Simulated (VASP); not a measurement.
Crystal: LiCl.

```xyz
2
Lattice="0.0000 2.5305 2.5305 2.5305 0.0000 2.5305 2.5305 2.5305 0.0000" Properties=species:S:1:pos:R:3 pbc="T T T"
Li    0.0000    0.0000    0.0000
Cl    2.5305    2.5305    2.5305
```

Program: VASP 6.6.1. Alike in all runs: potentials or basis VASP PAW PBE potentials, release 64 (Li_sv, Cl); no spin polarisation; cell as given; cutoff (eV) 520; smearing gaussian 0.03 eV. Hardware: 1 thread of Intel(R) Xeon(R) 6975P-C (Granite Rapids), on a shared host.

Order these runs on this cell by their wall time, lowest first.
A. task band structure; level r2SCAN; k mesh 10 × 10 × 10; further INCAR settings ALGO = Normal; EDIFF = 1e-07
B. task dielectric tensor; level PBE; k mesh 16 × 16 × 16; further INCAR settings ALGO = Normal; EDIFF = 1e-08; monkhorst-Pack mesh yes
C. task band structure; level PBE; k mesh 10 × 10 × 10; further INCAR settings ALGO = Normal; EDIFF = 1e-07

C (29 s), A (110 s), B (1300 s).
